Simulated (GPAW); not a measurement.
CoO:

```
CELL_PARAMETERS angstrom
0.00000 2.13150 2.13150
2.13150 0.00000 2.13150
2.13150 2.13150 0.00000
ATOMIC_POSITIONS crystal
Co 0.00000 0.00000 0.00000
O 0.50000 0.50000 0.50000
```

Base run:

* Program: GPAW 26.7.0
* Functional: LDA
* Potentials or basis: the program's PAW data sets (release 1.2.1) made for this functional
* Cutoff: 600 eV
* Basis: pw
* k mesh: 9 × 9 × 9
* Occupations: fermi-dirac, width 0.05 eV
* Spin: collinear spin, ferromagnetic start
* Starting moments: [3.0, 0.0] μB
* Hubbard terms: Co d U = 8 eV

Its results: band gap on the k mesh none (metal or under the smearing width); pressure -17.8 GPa; net moment 3.00 μB per cell; site moments Co +2.77; O +0.15 μB.

Question: The run is repeated on the same cell with these changes: cutoff from 600 eV to 650 eV; hubbard terms from Co d U = 8 eV to none. What comes out?

Answer: Band gap on the k mesh none (metal or under the smearing width); pressure -21.0 GPa; net moment 2.84 μB per cell; site moments Co +2.43; O +0.24 μB.

Caveats: the cutoff is short for stress and forces, so pressures can be off by a GPa or more; a cell with one magnetic atom can't hold antiferromagnetic order, which such compounds often take; so large a pressure means that the cell lies far from this level's equilibrium, or that cutoff or potentials fall short (some runs); semilocal functionals often make such compounds metallic where correlation or magnetic order opens a gap, which also shifts bond lengths (some runs).
